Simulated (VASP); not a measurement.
The system is BaTe.

```
Ba Te
1.0
     0.00000    3.53239    3.53239
     3.53239    0.00000    3.53239
     3.53239    3.53239    0.00000
Ba Te
1 1
Direct
  0.00000 0.00000 0.00000
  0.50000 0.50000 0.50000
```

The cell was built by a generator and needn't be a form met in nature.

Base run:

```yaml
Program: VASP 6.6.1
Functional: LDA
Potentials_or_basis: VASP PAW LDA potentials, release 64 (Ba_sv, Te)
Cutoff: 520 eV
k_mesh: 6 × 6 × 6
Occupations: gaussian, width 0.01 eV
Spin: no spin polarisation
```

Its results: band gap on the k mesh 1.45 eV, indirect (least direct gap 1.83 eV); pressure -2.2 GPa.

Q: The run is repeated on the same cell with these changes: functional from LDA to PBE; potentials or basis from VASP PAW LDA potentials, release 64 (Ba_sv, Te) to VASP PAW PBE potentials, release 64 (Ba_sv, Te). What comes out?

A: Band gap on the k mesh 1.58 eV, indirect (least direct gap 1.96 eV); pressure 0.3 GPa.

Caveats: spin-orbit coupling is left out, which moves the levels of the heavy elements.

A k mesh can miss the band edges.
